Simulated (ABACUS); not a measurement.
Si2W:

```xyz
3
Lattice="-1.6069 1.6069 3.9150 1.6069 -1.6069 3.9150 1.6069 1.6069 -3.9150" Properties=species:S:1:pos:R:3 pbc="T T T"
W     0.0000    0.0000    0.0000
Si    0.0000    0.0000    5.2092
Si    0.0000    0.0000    2.6207
```

```yaml
Program: ABACUS 3.10.1
Task: single point
Functional: PBEsol
Potentials_or_basis: PseudoDojo NC SR 0.4.1 PBEsol standard
Cutoff: 1007 eV
Density_cutoff: 4027 eV
Basis: plane waves
k_mesh: 12 × 12 × 12
Occupations: fermi-dirac, width 0.05 eV
Spin: no spin polarisation
```

On this cell: pressure -2.0 GPa; largest force 0.024 eV/Å; band gap on the k mesh none (metal or under the smearing width).

The same run follows on a disturbed copy (atoms moved at random, drawn with an rms of 0.05 Å):

```
W Si
1.0
    -1.60690    1.60690    3.91495
     1.60690   -1.60690    3.91495
     1.60690    1.60690   -3.91495
W Si
1 2
Direct
  0.01217 0.99806 0.01179
  0.68165 0.65326 0.00829
  0.33466 0.31453 0.97355
```

Task: What changes?

Result: The energy (extrapolated to zero smearing) moves by +15.0 meV/atom; pressure -1.0 GPa; largest force 0.917 eV/Å; band gap on the k mesh none (metal or under the smearing width).

Forces on the atoms (eV/Å):
```
W   -0.566 -0.210  0.202
Si   0.029 -0.294  0.344
Si   0.537  0.504 -0.547
```

Stress tensor (GPa, compression positive):
```
-1.23  0.49 -0.42
 0.49 -1.18 -0.59
-0.42 -0.59 -0.58
```

Caveats: there are fewer bands than atomic start orbitals, so a level may be missed at k points of high symmetry.
